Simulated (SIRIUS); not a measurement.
Crystal: Ge.

```
Ge
1.0
     1.39715   -2.60052    0.00000
     1.39715    2.60052    0.00000
     0.00000    0.00000    2.69823
Ge
1
Cartesian
  1.3971 0.0000 0.0000
```

This isn't the form of Ge at room conditions, which is diamond.

Base run:

| Item | Value |
| --- | --- |
| Program | SIRIUS 7.10.0 |
| Functional | LDA |
| Potentials or basis | PseudoDojo 0.4.1 PBE standard (scalar relativistic) |
| Cutoff | 1078 eV |
| Density cutoff | 4311 eV |
| k mesh | 9 × 9 × 8 |
| Occupations | fermi-dirac, width 0.05 eV |
| Spin | no spin polarisation |

Its results: band gap on the k mesh none (metal or under the smearing width); pressure -6.1 GPa.

Q: The run is repeated on the same cell with these changes: functional from LDA to revPBE; libxc names from ["XC_LDA_X", "XC_LDA_C_PW"] to ["XC_GGA_X_PBE_R", "XC_GGA_C_PBE"]. What comes out?

A: Band gap on the k mesh none (metal or under the smearing width); pressure 0.8 GPa.

Caveats: the potentials were made for another functional, which shifts forces and pressure.
